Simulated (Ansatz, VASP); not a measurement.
Bi: VASP beside Ansatz

```xyz
1
Lattice="-1.9814 1.9814 1.9814 1.9814 -1.9814 1.9814 1.9814 1.9814 -1.9814" Properties=species:S:1:pos:R:3 pbc="T T T"
Bi    0.0000    0.0000    0.0000
```

This isn't the form of Bi at room conditions, which is rhombohedral.

Alike in both runs: task band structure; functional LDA; k mesh 9 × 9 × 9; occupations fermi-dirac, width 0.05 eV; no spin polarisation.

|  | VASP | Ansatz |
| --- | --- | --- |
| version | VASP 6.6.1 | Ansatz 0.2.0 |
| potentials or method | VASP PAW LDA potentials, release 64 (Bi_d) | Ansatz PAW |
| plane-wave cutoff (eV) | 520 | 420 |
| valence electrons in the cell | 15 | 15 |

```tsv
	VASP	Ansatz	Ansatz less VASP
gap on the k mesh at the Fermi level (eV)	none	none	-
pressure (GPa)	-3.2	-3.3	-0.06
```

A gap of «none» marks a metal or a gap that the smearing closes.

Caveats: spin-orbit coupling is left out, which moves the levels of the heavy elements; the PAW data sets come from PBE, with cores solved anew for the run's functional, which leaves a small shift of forces and pressure (Ansatz).
